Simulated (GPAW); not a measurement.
**CdS (Greenockite): single point with PBE**

The system is CdS (Greenockite).

```
Cd S
1.0
     4.15000    0.00000    0.00000
    -2.07500    3.59401    0.00000
     0.00000    0.00000    6.73700
Cd S
2 2
Direct
  0.66667 0.33333 0.50000
  0.33333 0.66667 0.00000
  0.66667 0.33333 0.87500
  0.33333 0.66667 0.37500
```

| Item | Value |
| --- | --- |
| Program | GPAW 26.7.0 |
| Task | single point |
| Functional | PBE |
| Potentials or basis | GPAW PAW data sets (gpaw-data 1.2.1) |
| Cutoff | 500 eV |
| Basis | pw |
| k mesh | 5 × 5 × 3 |
| Occupations | fermi-dirac, width 0.05 eV |
| Spin | no spin polarisation |
| Maxiter | 80 |

* Pressure: 1.6 GPa
* Largest force: 0.064 eV/Å
* Band gap on the k mesh: 1.18 eV, direct

Forces in eV/Å, atoms in the order of the input:
```
Cd   0.000  0.000 -0.064
Cd   0.000  0.000 -0.064
S    0.000  0.000  0.064
S    0.000  0.000  0.064
```

Stress tensor (GPa, compression positive):
```
1.37 0.00 0.00
0.00 1.37 0.00
0.00 0.00 1.97
```

Levels at points of the mesh, in eV from the valence-band top:
| k point | band 14 | band 15 | band 16 | band 17 | band 18 | band 19 | band 20 | band 21 | band 22 | band 23 |
| --- | --- | --- | --- | --- | --- | --- | --- | --- | --- | --- |
| (0.00, 0.00, 0.00) | -0.76 | -0.76 | -0.04 | 0.00 | 0.00 | 1.18 | 2.77 | 6.42 | 6.42 | 6.75 |

Wall time 13 s on 1 thread of Intel(R) Xeon(R) Platinum 8488C (Sapphire Rapids), on a shared host, peak memory 0.18 GiB.

Caveat: the cutoff is short for stress and forces, so pressures can be off by a GPa or more.
